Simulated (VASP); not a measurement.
# Te2Pt (P-3m1) in VASP: relaxation of cell and atoms with PBE+D3(BJ)

Aim: the relaxation of cell and atoms of Te2Pt with PBE+D3(BJ).

Everything below comes from runs of VASP 6.6.1. Logs are shortened: lines on timing, memory, paths and dates and some standing lists are left out, and cuts for length are marked.

### 1 The structure

It takes space group P-3m1 (No. 164, trigonal). Conventional cell: a = 4.010 Å, b = 4.010 Å, c = 5.201 Å, α = 90.00°, β = 90.00°, γ = 120.00°. Around Te (site symmetry 3m) lie 3 Pt at 2.66 Å. Pt (site symmetry -3m) is surrounded by 6 Te at 2.66 Å.

### 2 Relaxation of cell and atoms, PBE+D3(BJ)

Input file INCAR:

```
PREC = Accurate
ENCUT = 600
EDIFF = 1E-7
ISMEAR = 0
SIGMA = 0.02
LREAL = False
LASPH = True
NELM = 60
ALGO = Normal
ISIF = 3
LWAVE = False
LCHARG = False
GGA = PE
IVDW = 12
IBRION = 2
NSW = 80
EDIFFG = -0.004
```

Input file KPOINTS:

```
regular mesh
0
Gamma
  9 9 6
```

Input file POSCAR:

```
Te2Pt
1.0
    4.0100000000      0.0000000000      0.0000000000
   -2.0050000000      3.4727618700      0.0000000000
    0.0000000000      0.0000000000      5.2010000000
Te Pt
2 1
Direct
    0.3333333300      0.6666666700      0.2500000000
    0.6666666700      0.3333333300      0.7500000000
    0.0000000000      0.0000000000      0.0000000000
```

Potentials or basis: VASP PAW PBE potentials, release 64 (Te, Pt).

The run is started by

```sh
$ cat potpaw_PBE.64/Te/POTCAR potpaw_PBE.64/Pt/POTCAR > POTCAR
$ mpirun -np 1 vasp_std > vasp.out
```

OUTCAR:

```text
PREC = Accurate
   ENCUT = 600
   EDIFF = 1E-7
   ISMEAR = 0
   LREAL = False
   LASPH = True
   NELM = 60
   ISIF = 3
   GGA = PE
   IVDW = 12
   IBRION = 2
   NSW = 80
   EDIFFG = -0.004
 IVDW          = 12

 ion  position               nearest neighbor table
   1  0.333  0.667  0.250-   3 2.66   3 2.66   3 2.66   2 3.48   2 3.48   2 3.48   2 3.48   2 3.48
                             2 3.48
   2  0.667  0.333  0.750-   3 2.66   3 2.66   3 2.66   1 3.48   1 3.48   1 3.48   1 3.48   1 3.48
                             1 3.48
   3  0.000  0.000  0.000-   1 2.66   2 2.66   2 2.66   1 2.66   2 2.66   1 2.66

  LATTYP: Found a hexagonal cell.
 ALAT       =     4.0100000000
 C/A-ratio  =     1.2970074813

  Lattice vectors:

 A1 = (   4.0100000000,   0.0000000000,   0.0000000000)
 A2 = (  -2.0050000000,   3.4727618700,   0.0000000000)
 A3 = (   0.0000000000,   0.0000000000,   5.2010000000)

Analysis of symmetry for initial positions (statically):
=====================================================================
 Subroutine PRICEL returns:
 Original cell was already a primitive cell.

 Routine SETGRP: Setting up the symmetry group for a
 hexagonal supercell.

 Subroutine GETGRP returns: Found 12 space group operations
 (whereof 12 operations were pure point group operations)
 out of a pool of 24 trial point group operations.

The static configuration has the point symmetry D_3d.

Analysis of symmetry for dynamics (positions and initial velocities):
=====================================================================
 Subroutine PRICEL returns:
 Original cell was already a primitive cell.

 Routine SETGRP: Setting up the symmetry group for a
 hexagonal supercell.

 Subroutine GETGRP returns: Found 12 space group operations
 (whereof 12 operations were pure point group operations)
 out of a pool of 24 trial point group operations.

The dynamic configuration has the point symmetry D_3d.

 Subroutine INISYM returns: Found 12 space group operations
 (whereof 12 operations are pure point group operations),
 and found     1 'primitive' translations

----------------------------------------------------------------------------------------

                                     Primitive cell

  volume of cell :      72.4280

  direct lattice vectors                    reciprocal lattice vectors
     4.010000000  0.000000000  0.000000000     0.249376559  0.143977623  0.000000000
    -2.005000000  3.472761870  0.000000000     0.000000000  0.287955246  0.000000000
     0.000000000  0.000000000  5.201000000     0.000000000  0.000000000  0.192270717

  length of vectors
     4.010000000  4.010000001  5.201000000     0.287955246  0.287955246  0.192270717

  position of ions in fractional coordinates (direct lattice)
     0.333333330  0.666666670  0.250000000
     0.666666670  0.333333330  0.750000000
     0.000000000  0.000000000  0.000000000

  ion indices of the primitive-cell ions
   primitive index   ion index
                 1           1
                 2           2
                 3           3

----------------------------------------------------------------------------------------

 KPOINTS: regular mesh

Automatic generation of k-mesh.
 Grid dimensions read from file:
 generate k-points for:    9    9    6

 Generating k-lattice:

  Cartesian coordinates                     Fractional coordinates (reciprocal lattice)
     0.027708507  0.015997514  0.000000000     0.111111111  0.000000000  0.000000000
     0.000000000  0.031995027  0.000000000     0.000000000  0.111111111  0.000000000
     0.000000000  0.000000000  0.032045120     0.000000000  0.000000000  0.166666667

  Length of vectors
     0.031995027  0.031995027  0.032045120

  Shift w.r.t. Gamma in fractional coordinates (k-lattice)
     0.000000000  0.000000000  0.000000000

 Subroutine IBZKPT returns following result:
 ===========================================

 Found     62 irreducible k-points:

 Following reciprocal coordinates:
            Coordinates               Weight
  0.000000  0.000000  0.000000      1.000000
  0.111111 -0.000000  0.000000      6.000000
  0.222222  0.000000  0.000000      6.000000
  0.333333  0.000000  0.000000      6.000000
  0.444444  0.000000  0.000000      6.000000
  0.111111  0.111111  0.000000      6.000000
[... 16 lines left out ...]
  0.222222  0.111111  0.166667     12.000000
 -0.111111  0.333333  0.166667     12.000000
 [... further k-points ...]
   k-points           NKPTS =     62   k-points in BZ     NKDIM =     62   number of bands    NBANDS=     15
   number of dos      NEDOS =    301   number of ions     NIONS =      3
   total plane-waves  NPLWV =  43008
   dimension x,y,z NGX =    32 NGY =   32 NGZ =   42
   dimension x,y,z NGXF=    64 NGYF=   64 NGZF=   84
   ions per type =               2   1
   NGX,Y,Z   is equivalent  to a cutoff of  13.27, 13.27, 13.42 a.u.
   NGXF,Y,Z  is equivalent  to a cutoff of  26.53, 26.53, 26.85 a.u.
 SYSTEM =  unknown system
   PREC   = accura    normal or accurate (medium, high low for compatibility)
   ISTART =      0    job   : 0-new  1-cont  2-samecut
   ICHARG =      2    charge: 1-file 2-atom 10-const
   ISPIN  =      1    spin polarized calculation?
   LNONCOLLINEAR =      F non collinear calculations
   LSORBIT =      F    spin-orbit coupling
   LASPH  =      T    aspherical Exc in radial PAW
   ENCUT  =  600.0 eV  44.10 Ry    6.64 a.u.   8.01  8.01 10.39*2*pi/ulx,y,z
   NELM   =     60;   NELMIN=  2; NELMDL= -5     # of ELM steps
   EDIFF  = 0.1E-06   stopping-criterion for ELM
   LREAL  =      F    real-space projection
   EDIFFG = -.4E-02   stopping-criterion for IOM
   NSW    =     80    number of steps for IOM
   IBRION =      2    ionic relax: 0-MD 1-quasi-New 2-CG
   NFREE  =      1    steps in history (QN), initial steepest desc. (CG)
   ISIF   =      3    stress and relaxation
   ISYM   =      2    0-nonsym 1-usesym 2-fastsym
   POTIM  = 0.5000    time-step for ionic-motion
   TEBEG  =    0.0;   TEEND  =   0.0 temperature during run
   PSTRESS=    0.0 pullay stress
   NELECT =      22.0000    total number of electrons
   NUPDOWN=      -1.0000    fix difference up-down
   EMIN   =  10.00;   EMAX   =-10.00  energy-range for DOS
   EFERMI =   0.00;   METHOD = LEGACY
   ISMEAR =     0;   SIGMA  =   0.02  broadening in eV -4-tet -1-fermi 0-gaus
   EFERMI_NEDOS =   21; number of points for ismear=-14 and -15
   IALGO  =     38    algorithm
   IMIX   =      4    mixing-type and parameters
     AMIX     =   0.40;   BMIX     =  1.00
     AMIX_MAG =   1.60;   BMIX_MAG =  1.00
  volume/ion in A,a.u.               =      24.14       162.92
  Fermi-wavevector in a.u.,A,eV,Ry     =   1.100475  2.079597 16.477281  1.211046
  Thomas-Fermi vector in A             =   2.236887
   LORBIT       =      0    0 simple, 1 ext, 2 COOP (PROOUT), +10 PAW based schemes
   GGA     = PE    functional components
   LHFCALC =     F    Hartree Fock is set to
   AEXX    =    0.0000 exact exchange contribution
   IVDW    =    12    specifies the selected vdW correction
   LEPSILON=     F    determine dielectric tensor
   LRPA    =     F    only Hartree local field effects (RPA)
 conjugate gradient relaxation of ions
 non-spin polarized calculation
 Gauss-broadening in eV      SIGMA  =   0.02
  energy-cutoff  :      600.00
  volume of cell :       72.43
 maximum number of plane-waves:      2436
   NGX = 17   NGY = 17   NGZ = 21

--------------------------------------- Ionic step        1  -------------------------------------------

 number of electron      22.0000001 magnetization

 Free energy of the ion-electron system (eV)
  ---------------------------------------------------
  ext. energy  EPLUGINS =         0.00000000
  ---------------------------------------------------
  free energy    TOTEN  =       -13.42943440 eV

  energy without entropy =      -13.42898015  energy(sigma->0) =      -13.42920727

------------------------ aborting loop because EDIFF is reached ----------------------------------------

 Edisp (eV)   -1.69327

 E8    (eV) :    -0.7764

  FORCE on cell =-STRESS in cart. coord.  units (eV):
  Direction    XX          YY          ZZ          XY          YZ          ZX
  --------------------------------------------------------------------------------------
  -------------------------------------------------------------------------------------
  Total       2.33824     2.33824     1.50767     0.00000     0.00000    -0.00000
  in kB      51.72421    51.72421    33.35123     0.00000     0.00000    -0.00000
  external pressure =       45.60 kB  Pullay stress =        0.00 kB
[... 100 lines left out ...]
  FREE ENERGIE OF THE ION-ELECTRON SYSTEM (eV)
  ---------------------------------------------------
  free  energy   TOTEN  =       -15.1830436550 eV

  energy  without entropy=      -15.1825091121  energy(sigma->0) =      -15.18277638

[... ionic steps 4 to 15 ...]

--------------------------------------- Ionic step       16  -------------------------------------------

 number of electron      21.9999998 magnetization

------------------------ aborting loop because EDIFF is reached ----------------------------------------

 Edisp (eV)   -1.69990

 E8    (eV) :    -0.7802
[... 71 lines left out ...]
  energy  without entropy=      -15.2195977775  energy(sigma->0) =      -15.21968590

--------------------------------------- Ionic step       18  -------------------------------------------

 number of electron      21.9999998 magnetization

 Free energy of the ion-electron system (eV)
  ---------------------------------------------------
  ext. energy  EPLUGINS =         0.00000000
  ---------------------------------------------------
  free energy    TOTEN  =       -13.52000751 eV

  energy without entropy =      -13.51983428  energy(sigma->0) =      -13.51992089

 E-fermi :   8.8823     XC(G=0): -10.6250

 val. band max:        8.8732892876   @ k =   0.4444   0.1111   0.0000
 cond. band min:       8.9007456377   @ k =   0.1111   0.1111   0.5000
 fundamental gap:      0.0274563501
 Fermi energy:         8.8822791278

 k-point     1 :       0.0000    0.0000    0.0000
  band No.  band energies     occupation
      1      -5.2336      2.00000
      2      -1.6130      2.00000
      3       2.1164      2.00000
      4       3.2022      2.00000
      5       3.2022      2.00000
      6       5.1725      2.00000
      7       5.1725      2.00000
      8       6.2259      2.00000
      9       8.3779      2.00000
     10       8.3779      2.00000
     11       9.6561      0.00000
     12       9.6561      0.00000
     13      10.4831      0.00000
     14      11.4594      0.00000
     15      13.0733      0.00000
[... 397 lines left out ...]
 k-point    24 :      -0.1111    0.3333    0.1667
  band No.  band energies     occupation
      1      -4.2608      2.00000
      2      -2.2768      2.00000
      3       2.6160      2.00000
      4       3.4655      2.00000
      5       3.6578      2.00000
      6       4.3509      2.00000
      7       4.9493      2.00000
      8       5.4906      2.00000
      9       6.5019      2.00000
     10       6.9337      2.00000
     11       8.5961      2.00000
     12       9.2081      0.00000
     13      10.1683      0.00000
     14      12.6598      0.00000
     15      14.2167      0.00000

 [... further k-points ...]

------------------------ aborting loop because EDIFF is reached ----------------------------------------

 Edisp (eV)   -1.69978

 E8    (eV) :    -0.7802

  FORCE on cell =-STRESS in cart. coord.  units (eV):
  Direction    XX          YY          ZZ          XY          YZ          ZX
  --------------------------------------------------------------------------------------
  -------------------------------------------------------------------------------------
  Total      -0.00166    -0.00166     0.00980    -0.00000     0.00000     0.00000
  in kB      -0.03670    -0.03670     0.21695    -0.00000     0.00000     0.00000
  external pressure =        0.05 kB  Pullay stress =        0.00 kB
[... 18 lines left out ...]
  FREE ENERGIE OF THE ION-ELECTRON SYSTEM (eV)
  ---------------------------------------------------
  free  energy   TOTEN  =       -15.2197839288 eV

  energy  without entropy=      -15.2196106956  energy(sigma->0) =      -15.21969731

 reached required accuracy - stopping structural energy minimisation
```

Run time: 8.9 min. Hardware: 1 thread of Intel Xeon Platinum 8375C at 2.90GHz (Ice Lake), shared host; peak memory 0.28 GiB.

Results:

| Item | Value |
| --- | --- |
| Free energy | -15.2198 eV |
| Relaxed volume | 24.12 Å³/atom |
| Relaxed cell | a = 4.051 Å, b = 4.051 Å, c = 5.091 Å, α = 90.00°, β = 90.00°, γ = 120.00° |
| Space group after relaxing (to 0.05 Å) | P-3m1 (No. 164) |
| Energy gained by relaxing | 32.4 meV/atom |
| Ionic steps | 18 |
| Pressure after relaxing | 0.0 GPa |
| Largest force after relaxing | 0.003 eV/Å |
| Band gap on the k mesh | none (metal or under the smearing width) |
| Dispersion energy per atom | -0.567 eV |

Forces on the atoms (eV/Å):
```
Te   0.000  0.000  0.003
Te   0.000  0.000 -0.003
Pt   0.000  0.000  0.000
```

The path:
| step | energy change (eV) | largest force (eV/Å) | pressure (GPa) | volume (Å³) |
| --- | --- | --- | --- | --- |
| 1 | 0.0000 | 1.0502 | 4.56 | 72.43 |
| 2 | 0.0663 | 0.4509 | -7.05 | 79.87 |
| 3 | -0.0603 | 0.3571 | -0.93 | 75.30 |
| 4 | -0.0604 | 0.3698 | -0.83 | 75.24 |
| 5 | -0.0764 | 0.2805 | -0.61 | 74.44 |
| 6 | -0.0921 | 0.0756 | -0.06 | 73.03 |
| 7 | -0.0931 | 0.0083 | 0.20 | 72.52 |
| 8 | -0.0957 | 0.1009 | -0.44 | 72.61 |
| 9 | -0.0957 | 0.0990 | -0.44 | 72.60 |
| 10 | -0.0959 | 0.0202 | 0.64 | 71.77 |
| 11 | -0.0968 | 0.0366 | 0.13 | 72.17 |
| 12 | -0.0970 | 0.0240 | -0.05 | 72.31 |
| 13 | -0.0970 | 0.0246 | -0.05 | 72.30 |
| 14 | -0.0970 | 0.0062 | 0.10 | 72.26 |
| 15 | -0.0970 | 0.0021 | 0.06 | 72.27 |
| 16 | -0.0971 | 0.0041 | 0.00 | 72.35 |
| 17 | -0.0971 | 0.0046 | -0.01 | 72.36 |
| 18 | -0.0971 | 0.0031 | 0.00 | 72.35 |

Final structure:
```yaml
crystal:
  lattice:
    - [4.05112, 0.00000, 0.00000]
    - [-2.02556, 3.50837, 0.00000]
    - [0.00000, 0.00000, 5.09074]
  atoms:
    - { symbol: Te, position: [0.33333, 0.66667, 0.26641] }
    - { symbol: Te, position: [0.66667, 0.33333, 0.73359] }
    - { symbol: Pt, position: [0.00000, 0.00000, 0.00000] }
```

Caveat: pairwise dispersion overbinds metals, which lowers pressure and volume.
